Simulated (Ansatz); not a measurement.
Relaxed LiI (rock salt):

```yaml
crystal:
  lattice:
    - [0.00000, 2.95164, 2.95164]
    - [2.95164, 0.00000, 2.95164]
    - [2.95164, 2.95164, 0.00000]
  atoms:
    - { symbol: I, position: [0.00000, 0.00000, 0.00000] }
    - { symbol: Li, position: [0.50000, 0.50000, 0.50000] }
```

Calculation: PBEsol (plane waves to 420 eV, PAW, scalar-relativistic; Ansatz, an electronic-structure program). k mesh 8×8×8 (Γ-centred), Fermi-Dirac smearing 0.05 eV. LiI was relaxed with its symmetry unable to fall. Spin-orbit coupling is left out, though I is heavy.

One atom of the cell was then moved (with its periodic images), all else fixed, and the forces (eV/Å) came out as:

```
atom      Fx     Fy     Fz
----  ------  -----  -----
I1    -1.351  0.000  0.000
Li2    1.351  0.000  0.000
```

With two atoms only their relative shift counts; take I1 as fixed.

Q: Which atom was moved, and by which vector (Å)?

A: Li2, by (-0.59, 0.00, 0.00), 0.59 Å in all.

(A displaced cell: forces are minus the slopes of the energy, force constants its curvatures, and phonons follow from these.)
